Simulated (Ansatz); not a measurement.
# WSe3: balancing the decomposition

These are results of Ansatz 0.2.0, DFT PBE, scalar-relativistic, plane waves, PAW, not measurements. All cells share a 420 eV cutoff and Γ-centred k meshes spaced at most about 0.3 Å⁻¹ (about 0.25 or finer for metals, 2π included). No spin polarisation.

The zero of energy is the elements' standard structures at the same level; no fitted shifts are applied.

All energies are static (0 K, no zero-point motion). Weakly bound directions are ill-defined at this level, which has no dispersion term (WSe3 P4/mmm, WSe2 P6_3/mmc). Spin–orbit coupling, which can matter for W, is left out. The reference form of Se is held partly by dispersion forces, which this level lacks.

A trial structure of WSe3 (reached from: random cell; relaxed: space group P4/mmm (No. 123), a = 3.026 Å, c = 10.624 Å) has a formation energy of 0.045 eV/atom. At its composition the lowest mixture among the elements and 2 reference phases computed alike (others may be missing) consists of these:

```csv
phase,source,ΔE_f (eV/atom)
Se (solid),element,0.000
WSe2 (P6_3/mmc),Materials Project,-0.561
```

Question: Write the balanced decomposition and find its energy per atom, per formula unit and per mole of formula units.

Answer: Balancing W and Se gives WSe3 → Se + WSe2. The left side holds 4 atoms, and the products take 1/4 (Se) and 3/4 (WSe2) of them. The mixture therefore lies at 1/4 × (0.000) + 3/4 × (-0.561) = -0.421 eV/atom. The reaction energy is -0.421 − (0.045) = -0.466 eV/atom. Times 4 atoms that is -1.864 eV per WSe3, and times 96.485 it is -180 kJ per mole of WSe3. Decomposition is downhill, so the trial structure is unstable against this mixture.
